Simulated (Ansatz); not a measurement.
Relaxed sheet of C:

```yaml
crystal:
  lattice:
    - [2.46570, -0.00001, 0.00000]
    - [1.23286, 2.13535, 0.00000]
    - [0.00000, 0.00000, 26.00154]
  periodic: [true, true, false]
  atoms:
    - { symbol: C, position: [0.16562, 0.16562, 0.50000] }
    - { symbol: C, position: [0.49896, 0.49896, 0.50000] }
```

All numbers below come from Ansatz 0.2.0, DFT PBE+D3(BJ), scalar-relativistic, plane waves, PAW. Settings: cutoff 420 eV, Γ-centred mesh 21×21×1 on the computed 2-atom cell, Gaussian smearing of 0.10 eV; no spin polarisation. The sheet is isolated along c (Coulomb cut-off).

Atoms relax at each strain; stress is positive in compression. Unstrained: gap none (metal or semimetal), thickness 0.000 Å.

Problem. How does it respond to biaxial strain of -4, -2, +2, +4, +7 %?

Solution.
```csv
strain (%),ΔE (meV/cell),σxx (N/m),σyy (N/m),gap
-4,252.5,21.04,21.04,none (metal or semimetal)
-2,59.8,9.54,9.54,none (metal or semimetal)
+2,53.3,-7.73,-7.73,none (metal or semimetal)
+4,201.8,-13.97,-13.97,none (metal or semimetal)
+7,570.9,-21.08,-21.08,none (metal or semimetal)
```

The reference crystal is a form of C, which isn't its usual structure.